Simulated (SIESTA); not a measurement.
Crystal: In.

```xyz
1
Lattice="-1.6255 1.6255 2.4737 1.6255 -1.6255 2.4737 1.6255 1.6255 -2.4737" Properties=species:S:1:pos:R:3 pbc="T T T"
In    0.0000    0.0000    0.0000
```

| Property | Result |
| --- | --- |
| Program | SIESTA 5.4.2 |
| Task | single point |
| Functional | PBE |
| Potentials or basis | PseudoDojo 0.4 standard (PBE files) |
| Basis | DZP (energy shift 0.003 Ry; two zetas on semicore shells) |
| Grid cutoff | 500 Ry |
| Energy shift | 0.003 Ry |
| k mesh | 11 × 11 × 11 |
| Occupations | fermi-dirac, width 0.05 eV |
| Spin | no spin polarisation |

On this cell: pressure 2.4 GPa; band gap on the k mesh none (metal or under the smearing width).

The same run follows on a disturbed copy (cell strained at random at fixed volume):

```
In
1.0
    -1.64299    1.57678    2.43209
     1.65802   -1.63180    2.47812
     1.65199    1.64080   -2.46824
In
1
Direct
  0.99147 0.00315 0.99997
```

Problem. What does the disturbed cell give?

Solution. The energy (extrapolated to zero smearing) moves by +1.7 meV/atom; pressure 2.4 GPa; band gap on the k mesh none (metal or under the smearing width).

Stress tensor (GPa, compression positive):
```
 2.04 -0.01 -0.05
-0.01  3.55  0.38
-0.05  0.38  1.62
```

Caveats: the basis of atomic orbitals isn't converged, which shifts pressures, moduli and gaps.
